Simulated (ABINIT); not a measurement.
Crystal: MoS2.

```
CELL_PARAMETERS angstrom
3.22746 0.00000 0.00000
-1.61373 2.79507 0.00000
0.00000 0.00000 6.31247
ATOMIC_POSITIONS crystal
Mo 0.00000 0.00000 0.50000
S 0.66667 0.33333 0.74468
S 0.33333 0.66667 0.25532
```

Measurements of this composition are mostly on another form, of space group No. 194.

Program: ABINIT 10.8.3 (patched build). Alike in all runs: potentials or basis JTH PAW PBE v2.0; no spin polarisation; cell as given; smearing fermi-dirac 0.05 eV.

**Question.** Order these runs on this cell by their pressure, lowest first.
A. level revPBE; k mesh 9 × 9 × 4; cutoff (eV) 544; fine-grid cutoff 1088.46 eV; mesh quality not flagged
B. level rPW86PBE; k mesh 9 × 9 × 4; cutoff (eV) 544; fine-grid cutoff 1088.46 eV; mesh quality not flagged
C. level PBEsol; k mesh 4 × 4 × 2; cutoff (eV) 544; fine-grid cutoff 1088.46 eV; mesh quality coarse
D. level r2SCAN; k mesh 4 × 4 × 2; cutoff (eV) 653; fine-grid cutoff 1251.72 eV; mesh quality coarse
E. level SOGGA; k mesh 9 × 9 × 4; cutoff (eV) 544; fine-grid cutoff 1088.46 eV; mesh quality not flagged

**Answer.** E (-4.8 GPa), C (-2.5 GPa), D (1.3 GPa), A (2.8 GPa), B (6.7 GPa).

Caveats: some runs use coarse meshes; the PAW data sets were made with another functional, which shifts forces and pressure a little; this functional lacks dispersion, which binds the layers, so the pressure and a relaxed spacing across them are unreliable (some runs).

Runs at the PBE level aren't shown here.
